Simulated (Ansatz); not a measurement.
**Si3Ge: a closer look at a trial structure, part 1 of 2**

This session takes a relaxed cell of Si3Ge and sets out to measure the bulk modulus from energies at several volumes.

Method: DFT PBE, scalar-relativistic, plane waves, PAW, in Ansatz 0.2.0.

1 further run of the same task is left out (set aside as unsound or not needed).

**1. The structure to begin with**

Symmetry: P-4m2, No. 115, tetragonal system. The conventional cell has a = 3.912 Å, b = 3.912 Å, c = 5.532 Å, α = 90.00°, β = 90.00°, γ = 90.00°. Around Si (site symmetry -4m2) lie 4 Si at 2.38 Å. Around Si (site symmetry 2mm) lie 2 Si at 2.38 Å and 2 Ge at 2.41 Å. Ge (site symmetry -4m2) has 4 Si at 2.41 Å as nearest neighbours.

Coordinates:

```cif
data_structure
_symmetry_space_group_name_H-M 'P 1'
_symmetry_Int_Tables_number 1
_cell_length_a 3.9124
_cell_length_b 3.9124
_cell_length_c 5.5321
_cell_angle_alpha 90.000
_cell_angle_beta 90.000
_cell_angle_gamma 90.000
_cell_volume 84.68
loop_
_atom_site_label
_atom_site_type_symbol
_atom_site_fract_x
_atom_site_fract_y
_atom_site_fract_z
_atom_site_occupancy
Si1 Si 0.50000 0.50000 0.00000 1
Si2 Si 0.00000 0.50000 0.75587 1
Si3 Si 0.50000 0.00000 0.24413 1
Ge1 Ge 0.00000 0.00000 0.50000 1
```

It is the end of an earlier relaxation with the same method, from a generated guess; it is a trial structure. At a tolerance of 0.02 Å it has space group P-4m2 (No. 115); it has 21.17 Å³/atom, an uncorrected energy of +0.01 eV/atom over the elements and, on its mesh, gap 0.38 eV.

**2. The cell scaled to 0.97 of its volume**

input.yaml reads:

```yaml
crystal:
  lattice:
    - [3.8728544211, 0.0, 0.0]
    - [0.0, 3.8728544211, 0.0]
    - [0.0, 0.0, 5.476180566]
  atoms:
    - { symbol: Si, position: [0.5, 0.5, 0.0] }
    - { symbol: Si, position: [0.0, 0.5, 0.7558713849] }
    - { symbol: Si, position: [0.5, 0.0, 0.2441286151] }
    - { symbol: Ge, position: [0.0, 0.0, 0.5] }
basis:
  ecutwfc: 420
kpoints:
  mp_grid: { grid: [10, 10, 6] }
hamiltonian:
  xc: pbe
scf:
  occupations: { method: gaussian, width: 0.02 }
output:
  forces: true
  stress: true
  eigenvalues: true
relax:
  adjacent_minimum: "off"
  f_tol: 0.01
  max_steps: 30
  cell: { stress_tol: 0.1, fix: [volume] }
```

Run with:

```sh
ansatz run input.yaml --threads 1 --pin off --max-ram 2560MiB --backend cpu --events-out ev --progress --plain --runs-dir out
```

The log of the run, shortened:

```text
Warning: RAYON_NUM_THREADS=1 ignored (pool sized by the plan → 1); use --threads N
[...]
Pseudopotentials: kind: paw
Pseudopotential: Si, paw, valence charge 4, recommended cutoff 420 eV (normal), Si.paw.azcp
Pseudopotential: Ge, paw, valence charge 14, recommended cutoff 420 eV (normal), Ge.paw.azcp
Functional definition: PBE
[...]
Crystal: 4 atoms, lattice volume = 82.137 Å³
Basis set: ecut = 420 eV, 1611 PW (Γ), exchange–correlation on 54×54×80 points (8 copies of the dense FFT grid, shifted against one another)
Bands: 17, of which v1, the nominal top of the filled ones, is band 13 counted from 1 (12 counted from 0)
Symmetry: 8 space group operations
Space group: P-4m2 (ITA 115), of the structure as read, at distance tolerance 4.3e-5 Å
k-points: 84 of 600 (time reversal used)
[...]
SCF iter   1: F=—  HF=-6202.334974 eV  |F-HF|=—  |Δ(HF+E_count)|=         —  Δρ=1.09e-3  dr2=7.79e-4  ethr=1.77e-3  ⟨swp⟩=6.6  Hψ=8409  notcnv=0
[...]
relax step   1: F+E_penalty+E_count = -6202.33483852 eV  Δ(F+E_penalty+E_count) = +0.000e0 eV  max|allowed force component| = 5.259e-3 eV/Å  Δτ_max = 0.0000 Å  P = +2.657 GPa  Ω = 82.137 Å³  fix = [volume]  reactions: volume +2.657 GPa  (6 SCF iters, dr2 threshold 1.00e-7 eV, accepted)
[...]
relax step   2: F+E_penalty+E_count = -6202.33483854 eV  Δ(F+E_penalty+E_count) = -1.637e-8 eV  max|allowed force component| = 5.248e-3 eV/Å  Δτ_max = 0.0000 Å  P = +2.657 GPa  Ω = 82.137 Å³  fix = [volume]  reactions: volume +2.657 GPa  stress off target by 8.90e-3 GPa on what of the [...]
SCF converged after 5 iterations
Free energy (F): -6202.334839 eV
[...]
E sigma→0 (E₀):  -6202.334839 eV
Fermi energy:    7.115317 eV
[...]
--- Forces (eV/Å), atoms counted from 1 ---
  atom   1  Si    -0.00000000     0.00000000     0.00000000
  atom   2  Si     0.00000000     0.00000000    -0.00524764
  atom   3  Si     0.00000000    -0.00000000     0.00524764
  atom   4  Ge    -0.00000000     0.00000000     0.00000000
[...]
--- Stress (GPa, compression-positive) ---
        2.661337       0.000000       0.000000
        0.000000       2.661337       0.000000
        0.000000       0.000000       2.647994
  P = ⅓ Tr σ = 2.6569 GPa (26.569 kbar)
--- Band table (eV; the first three rows and the last of 84) ---
  k-point 0: bands = ["-17.2604", "-17.2498", "-17.2498", "-17.2287", "-17.2248", "-5.2900", "-1.3705", "-0.9587", "3.9989", "3.9989", "6.8977", "6.9550", "6.9550", "7.5776", "7.7524", "9.4899", "9.4899"]
[...]
--- Relaxed structure (1 steps of the walk, 1 accepted, 1 SCFs on fresh bases) ---
  F+E_penalty+E_count = -6202.33483854 eV   max|allowed force component| = 5.248e-3 eV/Å   (the final SCF, on the basis selected at the relaxed cell)
  cell:  # Å, volume = 82.1372 Å³
    - [3.8728544211, 0.0, 0.0]
    - [0.0, 3.8728544211, 0.0]
    - [0.0, 0.0, 5.476180566]
  atoms:
    - { symbol: Si, position: [0.49999999999999994, 0.49999999999999994, 0.0] }
    - { symbol: Si, position: [0.0, 0.49999999999999994, 0.7558713848999999] }
    - { symbol: Si, position: [0.49999999999999994, 0.0, 0.2441286151] }
    - { symbol: Ge, position: [0.0, 0.0, 0.5] }
```

Run time: 23 s. Hardware: 1 thread of Intel Xeon Platinum 8259CL at 2.50GHz (Skylake/Cascade Lake), shared host; peak memory 0.45 GiB.

Step by step:

```
step  E - E(step 1) (eV/cell)  largest force component (eV/Å)  pressure (GPa)  volume (Å³)
   1                   0.0000                          0.0053            2.66        82.14
   2                   0.0000                          0.0052            2.66        82.14
```

Step 1 is the start. Step 2 repeats the geometry before it on a plane-wave basis chosen anew for that cell, so its energy need not be comparable with the rows above.

|  | before | after | change |
| --- | --- | --- | --- |
| a (Å) | 3.873 | 3.873 | 0.0 % |
| b (Å) | 3.873 | 3.873 | 0.0 % |
| c (Å) | 5.476 | 5.476 | 0.0 % |
| volume (Å³/atom) | 20.53 | 20.53 | 0.0 % |
| shortest distance (Å) | 2.353 | 2.353 | 0.0 % |
| space group (0.01 Å) | P-4m2 | P-4m2 | same |

Forces and stress were held to the start's 8 operations: a distortion of lower symmetry was not tested.

**3. Point at V/V0 = 1.03**

Changes to input.yaml since step 2:

```diff
@@ -2,5 +2,5 @@
   lattice:
-    - [3.8728544211, 0.0, 0.0]
-    - [0.0, 3.8728544211, 0.0]
-    - [0.0, 0.0, 5.476180566]
+    - [3.9511149896, 0.0, 0.0]
+    - [0.0, 3.9511149896, 0.0]
+    - [0.0, 0.0, 5.5868402908]
   atoms:
```

Run with:

```sh
ansatz run input.yaml --threads 1 --pin off --max-ram 2560MiB --backend cpu --events-out ev --progress --plain --runs-dir out
```

The log of the run, shortened:

```text
Warning: RAYON_NUM_THREADS=1 ignored (pool sized by the plan → 1); use --threads N
[...]
Pseudopotentials: kind: paw
Pseudopotential: Si, paw, valence charge 4, recommended cutoff 420 eV (normal), Si.paw.azcp
Pseudopotential: Ge, paw, valence charge 14, recommended cutoff 420 eV (normal), Ge.paw.azcp
Functional definition: PBE
[...]
Crystal: 4 atoms, lattice volume = 87.218 Å³
Basis set: ecut = 420 eV, 1715 PW (Γ), exchange–correlation on 54×54×80 points (8 copies of the dense FFT grid, shifted against one another)
Bands: 17, of which v1, the nominal top of the filled ones, is band 13 counted from 1 (12 counted from 0)
Symmetry: 8 space group operations
Space group: P-4m2 (ITA 115), of the structure as read, at distance tolerance 4.4e-5 Å
k-points: 84 of 600 (time reversal used)
[...]
--- Stress (GPa, compression-positive) ---
       -2.254868       0.000000      -0.000000
        0.000000      -2.254868       0.000000
       -0.000000       0.000000      -2.241942
  P = ⅓ Tr σ = -2.2506 GPa (-22.506 kbar)
--- Band table (eV; the first three rows and the last of 84) ---
  k-point 0: bands = ["-17.8909", "-17.8820", "-17.8820", "-17.8644", "-17.8623", "-5.5353", "-1.8343", "-1.4240", "3.5057", "3.5057", "6.2489", "6.2930", "6.2930", "7.0185", "7.1732", "8.2146", "8.8036"]
[...]
--- Relaxed structure (1 steps of the walk, 1 accepted, 1 SCFs on fresh bases) ---
  F+E_penalty+E_count = -6202.33702455 eV   max|allowed force component| = 4.846e-3 eV/Å   (the final SCF, on the basis selected at the relaxed cell)
  cell:  # Å, volume = 87.2179 Å³
    - [3.9511149896, 0.0, 0.0]
    - [0.0, 3.9511149896, 0.0]
    - [0.0, 0.0, 5.5868402908]
  atoms:
    - { symbol: Si, position: [0.5, 0.5, 0.0] }
    - { symbol: Si, position: [0.0, 0.5, 0.7558713849] }
    - { symbol: Si, position: [0.5, 0.0, 0.24412861510000003] }
    - { symbol: Ge, position: [0.0, 0.0, 0.5] }
```

Wall time 25 s (1 thread of Intel Xeon Platinum 8259CL at 2.50GHz (Skylake/Cascade Lake), shared host); peak memory 0.46 GiB.

The steps of the relaxation:

| step | energy from step 1 (eV/cell) | largest force component (eV/Å) | pressure (GPa) | volume (Å³) |
| --- | --- | --- | --- | --- |
| 1 | 0.0000 | 0.0048 | -2.25 | 87.22 |
| 2 | 0.0000 | 0.0048 | -2.25 | 87.22 |

Step 1 is the start. Step 2 repeats the geometry before it on a plane-wave basis chosen anew for that cell, so its energy need not be comparable with the rows above.

|  | before | after | change |
| --- | --- | --- | --- |
| a (Å) | 3.951 | 3.951 | 0.0 % |
| b (Å) | 3.951 | 3.951 | 0.0 % |
| c (Å) | 5.587 | 5.587 | 0.0 % |
| volume (Å³/atom) | 21.80 | 21.80 | 0.0 % |
| shortest distance (Å) | 2.401 | 2.401 | 0.0 % |
| space group (0.01 Å) | P-4m2 | P-4m2 | same |

The run keeps the 8 symmetry operations of the start, so it could not have lowered the symmetry.

**4. Point at V/V0 = 0.94**

Changes to input.yaml since step 3:

```diff
@@ -2,5 +2,5 @@
   lattice:
-    - [3.9511149896, 0.0, 0.0]
-    - [0.0, 3.9511149896, 0.0]
-    - [0.0, 0.0, 5.5868402908]
+    - [3.8325092536, 0.0, 0.0]
+    - [0.0, 3.8325092536, 0.0]
+    - [0.0, 0.0, 5.4191328699]
   atoms:
@@ -22,2 +22,6 @@
   eigenvalues: true
+  write_density: true
+  write_potential: true
+  elf: true
+  volumetric_format: npy
 relax:
```

Run with:

```sh
ansatz run input.yaml --threads 1 --pin off --max-ram 2560MiB --backend cpu --events-out ev --progress --plain --runs-dir out
```

The log of the run, shortened:

```text
Warning: RAYON_NUM_THREADS=1 ignored (pool sized by the plan → 1); use --threads N
[...]
Pseudopotentials: kind: paw
Pseudopotential: Si, paw, valence charge 4, recommended cutoff 420 eV (normal), Si.paw.azcp
Pseudopotential: Ge, paw, valence charge 14, recommended cutoff 420 eV (normal), Ge.paw.azcp
Functional definition: PBE
[...]
Crystal: 4 atoms, lattice volume = 79.597 Å³
Basis set: ecut = 420 eV, 1539 PW (Γ), exchange–correlation on 54×54×80 points (8 copies of the dense FFT grid, shifted against one another)
Bands: 17, of which v1, the nominal top of the filled ones, is band 13 counted from 1 (12 counted from 0)
Symmetry: 8 space group operations
Space group: P-4m2 (ITA 115), of the structure as read, at distance tolerance 4.3e-5 Å
k-points: 84 of 600 (time reversal used)
[...]
  k-point 0: bands = ["-16.9228", "-16.9110", "-16.9110", "-16.8880", "-16.8829", "-5.1562", "-1.1165", "-0.7041", "4.2675", "4.2675", "7.2532", "7.3157", "7.3157", "7.8762", "8.0663", "9.8632", "9.8632"]
[...]
--- Relaxed structure (2 steps of the walk, 2 accepted, 1 SCFs on fresh bases) ---
  F+E_penalty+E_count = -6202.26863166 eV   max|allowed force component| = 2.139e-4 eV/Å   (the final SCF, on the basis selected at the relaxed cell)
  cell:  # Å, volume = 79.5969 Å³
    - [3.8330577047779344, -3.4317972260110708e-34, 7.610200064702637e-20]
    - [-3.4317972260110708e-34, 3.8330577047779344, -3.4317972260110708e-34]
    - [1.0760752965803398e-19, -4.852529744798171e-34, 5.417582192919944]
  atoms:
    - { symbol: Si, position: [0.5000000000000001, 0.5000000000000001, 3.4606553688208144e-35] }
    - { symbol: Si, position: [4.133723600152122e-21, 0.5000000000000001, 0.7557660567130683] }
    - { symbol: Si, position: [0.5000000000000001, -5.025245386108715e-35, 0.24423394328693182] }
    - { symbol: Ge, position: [4.513898307157584e-34, -2.512622693054358e-34, 0.5] }
```

It took 35 s on 1 thread of Intel Xeon Platinum 8259CL at 2.50GHz (Skylake/Cascade Lake), shared host; peak memory 0.51 GiB.

Relaxation path:

```csv
step,energy from step 1 (eV/cell),largest force component (eV/Å),pressure (GPa),volume (Å³)
1,0.0000,0.0103,5.78,79.60
2,0.0000,0.0002,5.78,79.60
3,0.0000,0.0002,5.78,79.60
```

Step 1 is the start. Step 3 repeats the geometry before it on a plane-wave basis chosen anew for that cell, so its energy need not be comparable with the rows above.

|  | before | after | change |
| --- | --- | --- | --- |
| a (Å) | 3.833 | 3.833 | 0.0 % |
| b (Å) | 3.833 | 3.833 | 0.0 % |
| c (Å) | 5.419 | 5.418 | 0.0 % |
| volume (Å³/atom) | 19.90 | 19.90 | 0.0 % |
| shortest distance (Å) | 2.329 | 2.329 | 0.0 % |
| space group (0.01 Å) | P-4m2 | P-4m2 | same |

The run keeps the 8 symmetry operations of the start, so it could not have lowered the symmetry.

Density in a lattice plane of the grid's cell (edges 3.83 and 5.42 Å, at 1.000 of the third edge), which holds Si and Ge.

Ten even steps from ' ' (0.01 e/Å³) to '@' (56.69 e/Å³):
```
                                
                                
                                
                                
                                
                                
                                
                                
==::                          ::
@@++..                      ..++
==::                          ::
                                
                                
                                
                                
                                
                                
                                
                                
                                
```
Columns run along the first of these edges and rows up along the second, over one cell in 16 and 20 even steps from the bottom left corner. Atoms in the plane (fractional): Si at (0.50, 0.24), Ge at (0.00, 0.50).

ELF in the same plane.

Ten even steps from ' ' (0.01) to '@' (0.91):
```
          ....::::::....        
                ..              
..                              
::::....                  ....::
====--::..              ..::--==
======--::..          ..::--====
----==----::..      ..::----==--
..::--------::..  ..::--------::
    ..--======::::::======--..  
::  ..--==****++==++****==--..  
    ..==**%%%%##**##%%%%**==..  
..::--**%%@@@@##**##@@@@%%**--::
--==++%%@@@@%%**==**%%@@@@%%++==
==++##%%@@@@**------**@@@@%%##++
==++**%%%%##==--++--==##%%%%**++
::--==****++::::--::::++****==--
....::--++====------====++--::..
    ..::--++++******++++--::..  
      ..::==++******++==::..    
        ..::====++====::..      
```
Columns run along the first of these edges and rows up along the second, over one cell in 16 and 20 even steps from the bottom left corner. Atoms in the plane (fractional): Si at (0.50, 0.24), Ge at (0.00, 0.50).

Both are smooth fields of the valence electrons: close to the nuclei they are not physical.

Maxima of ELF outside the ion cores: 0.96 on the Si–Si line, 1.1 Å from Si; 0.93 on the Si–Ge line, 1.0 Å from Si.

**5. Point at V/V0 = 1.06**

Changes to input.yaml since step 4:

```diff
@@ -2,5 +2,5 @@
   lattice:
-    - [3.8325092536, 0.0, 0.0]
-    - [0.0, 3.8325092536, 0.0]
-    - [0.0, 0.0, 5.4191328699]
+    - [3.9891088106, 0.0, 0.0]
+    - [0.0, 3.9891088106, 0.0]
+    - [0.0, 0.0, 5.6405632046]
   atoms:
@@ -22,6 +22,2 @@
   eigenvalues: true
-  write_density: true
-  write_potential: true
-  elf: true
-  volumetric_format: npy
 relax:
```

Run with:

```sh
ansatz run input.yaml --threads 1 --pin off --max-ram 2560MiB --backend cpu --events-out ev --progress --plain --runs-dir out
```

The log of the run, shortened:

```text
Warning: RAYON_NUM_THREADS=1 ignored (pool sized by the plan → 1); use --threads N
[...]
Pseudopotentials: kind: paw
Pseudopotential: Si, paw, valence charge 4, recommended cutoff 420 eV (normal), Si.paw.azcp
Pseudopotential: Ge, paw, valence charge 14, recommended cutoff 420 eV (normal), Ge.paw.azcp
Functional definition: PBE
[...]
Crystal: 4 atoms, lattice volume = 89.758 Å³
Basis set: ecut = 420 eV, 1739 PW (Γ), exchange–correlation on 54×54×80 points (8 copies of the dense FFT grid, shifted against one another)
Bands: 17, of which v1, the nominal top of the filled ones, is band 13 counted from 1 (12 counted from 0)
Symmetry: 8 space group operations
Space group: P-4m2 (ITA 115), of the structure as read, at distance tolerance 4.5e-5 Å
k-points: 84 of 600 (time reversal used)
[...]
       -4.166085       0.000000       0.000000
        0.000000      -4.166085      -0.000000
        0.000000      -0.000000      -4.143315
  P = ⅓ Tr σ = -4.1585 GPa (-41.585 kbar)
--- Band table (eV; the first three rows and the last of 84) ---
  k-point 0: bands = ["-18.1850", "-18.1768", "-18.1768", "-18.1606", "-18.1593", "-5.6478", "-2.0484", "-1.6387", "3.2803", "3.2803", "5.9505", "5.9898", "5.9898", "6.7562", "6.9064", "7.6204", "8.4869"]
[...]
--- Relaxed structure (1 steps of the walk, 1 accepted, 1 SCFs on fresh bases) ---
  F+E_penalty+E_count = -6202.28579638 eV   max|allowed force component| = 9.769e-3 eV/Å   (the final SCF, on the basis selected at the relaxed cell)
  cell:  # Å, volume = 89.7582 Å³
    - [3.9891088106, 0.0, 0.0]
    - [0.0, 3.9891088106, 0.0]
    - [0.0, 0.0, 5.6405632046]
  atoms:
    - { symbol: Si, position: [0.49999999999999994, 0.49999999999999994, 0.0] }
    - { symbol: Si, position: [0.0, 0.49999999999999994, 0.7558713848999999] }
    - { symbol: Si, position: [0.49999999999999994, 0.0, 0.2441286151] }
    - { symbol: Ge, position: [0.0, 0.0, 0.5] }
```

Run time: 26 s. Hardware: 1 thread of Intel Xeon Platinum 8259CL at 2.50GHz (Skylake/Cascade Lake), shared host; peak memory 0.46 GiB.

The steps of the relaxation:

| step | energy from step 1 (eV/cell) | largest force component (eV/Å) | pressure (GPa) | volume (Å³) |
| --- | --- | --- | --- | --- |
| 1 | 0.0000 | 0.0098 | -4.16 | 89.76 |
| 2 | 0.0000 | 0.0098 | -4.16 | 89.76 |

Step 1 is the start. Step 2 repeats the geometry before it on a plane-wave basis chosen anew for that cell, so its energy need not be comparable with the rows above.

|  | before | after | change |
| --- | --- | --- | --- |
| a (Å) | 3.989 | 3.989 | 0.0 % |
| b (Å) | 3.989 | 3.989 | 0.0 % |
| c (Å) | 5.641 | 5.641 | 0.0 % |
| volume (Å³/atom) | 22.44 | 22.44 | 0.0 % |
| shortest distance (Å) | 2.424 | 2.424 | 0.0 % |
| space group (0.01 Å) | P-4m2 | P-4m2 | same |

Forces and stress were held to the start's 8 operations: a distortion of lower symmetry was not tested.

**6. Variant: xc pbesol, ecutwfc left out**

Changes to input.yaml since step 5:

```diff
@@ -10,4 +10,2 @@
     - { symbol: Ge, position: [0.0, 0.0, 0.5] }
-basis:
-  ecutwfc: 420
 kpoints:
@@ -15,3 +13,3 @@
 hamiltonian:
-  xc: pbe
+  xc: pbesol
 scf:
@@ -20,8 +18,3 @@
   forces: true
+  eigenvalues: true
   stress: true
-  eigenvalues: true
-relax:
-  adjacent_minimum: "off"
-  f_tol: 0.01
-  max_steps: 30
-  cell: { stress_tol: 0.1, fix: [volume] }
```

Run with:

```sh
ansatz run input.yaml --threads 1 --pin off --max-ram 2560MiB --backend cpu --events-out ev --progress --plain --runs-dir out
```

The log of the run, shortened:

```text
Warning: RAYON_NUM_THREADS=1 ignored (pool sized by the plan → 1); use --threads N
[...]
Pseudopotentials: kind: paw
Pseudopotential: Si, paw, valence charge 4, recommended cutoff 420 eV (normal), Si.paw.azcp
Pseudopotential: Ge, paw, valence charge 14, recommended cutoff 420 eV (normal), Ge.paw.azcp
Functional definition: PBEsol
[...]
Crystal: 4 atoms, lattice volume = 89.758 Å³
Basis set: ecut = 420 eV, 1739 PW (Γ), exchange–correlation on 54×54×80 points (8 copies of the dense FFT grid, shifted against one another)
Bands: 17, of which v1, the nominal top of the filled ones, is band 13 counted from 1 (12 counted from 0)
Symmetry: 8 space group operations
Space group: P-4m2 (ITA 115), of the structure as read, at distance tolerance 4.5e-5 Å
k-points: 84 of 600 (time reversal used)
[...]
SCF iter   1: F=—  HF=-6117.792326 eV  |F-HF|=—  |Δ(HF+E_count)|=         —  Δρ=3.45e-3  dr2=1.56e-2  ethr=1.77e-3  ⟨swp⟩=6.4  Hψ=8338  notcnv=0
[...]
SCF iter   7: F=-6117.788237 eV  HF=-6117.788237 eV  |F-HF|=8.52e-8  |Δ(HF+E_count)|=   4.17e-8  Δρ=8.14e-6  dr2=4.85e-8  ethr=3.85e-10  ⟨swp⟩=5.4  Hψ=6380  notcnv=0
[...]
SCF converged after 7 iterations
Free energy (F): -6117.788237 eV
[...]
E sigma→0 (E₀):  -6117.788237 eV
Fermi energy:    6.108200 eV
[...]
--- Forces (eV/Å), atoms counted from 1 ---
  atom   1  Si    -0.00000000     0.00000000     0.00000000
  atom   2  Si     0.00000000    -0.00000000    -0.04349578
  atom   3  Si     0.00000000    -0.00000000     0.04349578
  atom   4  Ge    -0.00000000     0.00000000     0.00000000
[...]
--- Stress (GPa, compression-positive) ---
       -6.091626       0.000000       0.000000
        0.000000      -6.091626      -0.000000
        0.000000      -0.000000      -6.093416
  P = ⅓ Tr σ = -6.0922 GPa (-60.922 kbar)
--- Band table (eV; the first three rows and the last of 84) ---
  k-point 0: bands = ["-18.2802", "-18.2723", "-18.2723", "-18.2557", "-18.2540", "-5.7434", "-2.1370", "-1.7122", "3.1926", "3.1926", "5.8746", "5.9193", "5.9193", "6.5773", "6.7379", "7.5098", "8.3814"]
[...]
```

Run time: 12 s. Hardware: 1 thread of Intel Xeon Platinum 8259CL at 2.50GHz (Skylake/Cascade Lake), shared host; peak memory 0.44 GiB.

| run | ending | energy change | pressure (GPa) | gap (eV) | force (eV/Å) | cycles | time |
| --- | --- | --- | --- | --- | --- | --- | --- |
| step 5 | converged | - | -4.2 | 0.49 | 0.01 | - | 26 s |
| variant | converged | not comparable | -6.1 | 0.38 | 0.04 | 7 | 12 s |

Total energies don't compare across a change of functional; the pressure goes from -4.2 to -6.1 GPa, the gap on the mesh goes from 0.49 to 0.38 eV and the largest force goes from 0.01 to 0.04 eV/Å. At this fixed cell a lower pressure means that this functional prefers a smaller volume than the reference.

(Continued in part 2 of 2.)
